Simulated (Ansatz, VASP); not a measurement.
**One calculation of NaH, two programs**

POSCAR

```
NaH
1.0
    2.9323912064      0.0000000000      0.0000000000
    0.0000000000      2.9323912064      0.0000000000
    0.0000000000      0.0000000000      2.9323912064
Na H
1 1
Direct
    0.0000000000      0.0000000000      0.0000000000
    0.5000000000      0.5000000000      0.5000000000
```

The input INCAR.step1:

```
PREC = Accurate
ENCUT = 520
ISMEAR = 0
SIGMA = 0.01
LREAL = F
LASPH = T
NELM = 100
NBANDS = 11
GGA = PE
ALGO = Normal
EDIFF = 1E-4
LWAVE = T
LCHARG = F
```

INCAR.step2

```
PREC = Accurate
ENCUT = 520
EDIFF = 1E-6
ISMEAR = 0
SIGMA = 0.01
LREAL = F
LASPH = T
NELM = 100
ALGO = Normal
ISIF = 2
LWAVE = F
LCHARG = F
METAGGA = R2SCAN
LMIXTAU = T
NBANDS = 11
ISTART = 1
```

Contents of KPOINTS:

```
regular mesh
0
Gamma
  6 6 6
```

Input for Ansatz:

```yaml
crystal:
  lattice:
    - [2.9323912064, 0.0, 0.0]
    - [0.0, 2.9323912064, 0.0]
    - [0.0, 0.0, 2.9323912064]
  atoms:
    - { symbol: Na, position: [0.0, 0.0, 0.0] }
    - { symbol: H, position: [0.5, 0.5, 0.5] }
kpoints:
  mp_grid: { grid: [6, 6, 6] }
hamiltonian:
  xc: r2scan
scf:
  occupations: { method: fixed }
output:
  optics:
    e_range: [0, 15]
    de: 0.05
    sigma: 0.25
    scissors: 0
    scheme: fermi_dirac
    bands: { spectra_wanted_up_to: 15 }
```

Alike in both runs: task single point; functional r2SCAN; k mesh 6 × 6 × 6; no spin polarisation.

```csv
,VASP,Ansatz
version,VASP 6.6.1,Ansatz 0.2.0
potentials or method,"VASP PAW PBE potentials, release 64 (Na_pv, H)","plane waves, PAW"
plane-wave cutoff (eV),520,500
occupations,"gaussian, width 0.01 eV",fixed
valence electrons in the cell,8,10
```

|  | VASP | Ansatz | Ansatz less VASP |
| --- | --- | --- | --- |
| gap on the k mesh at the Fermi level (eV) | 1.60 | 1.59 | -0.010 |

The two sets of potentials don't hold the same shells in valence.

 A k mesh can miss the band edges. r2SCAN opens gaps a little over a GGA but as a rule still falls short of measured ones.
